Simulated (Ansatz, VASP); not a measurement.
One calculation of NaH, two programs

```
Na H
1.0
     0.00000    2.43996    2.43996
     2.43996    0.00000    2.43996
     2.43996    2.43996    0.00000
Na H
1 1
Direct
  0.00000 0.00000 0.00000
  0.50000 0.50000 0.50000
```

Alike in both runs: task single point; functional PBE; k mesh 8 × 8 × 8; occupations gaussian, width 0.02 eV; no spin polarisation.

|  | VASP | Ansatz |
| --- | --- | --- |
| version | VASP 6.6.1 | Ansatz 0.2.0 |
| potentials or method | VASP PAW PBE potentials, release 64 (Na_pv, H) | scalar-relativistic, plane waves, PAW |
| plane-wave cutoff (eV) | 520 | 420 |
| valence electrons in the cell | 8 | 10 |

Ansatz gave:

| Item | Value |
| --- | --- |
| gap on the k mesh at the Fermi level (eV) | 3.71 |
| least direct gap on the mesh (eV) | 4.56 |
| pressure (GPa) | -0.7 |

Q: What did VASP give for the same quantities?

A: gap on the k mesh at the Fermi level (eV): 3.71; least direct gap on the mesh (eV): 4.55; pressure (GPa): -0.7.

With one functional, cell and mesh, what is left measures potentials, basis and numerics. The two sets of potentials don't hold the same shells in valence.

A k mesh can miss the band edges. A hybrid or GW would open this gap; PBE tends to underestimate it.
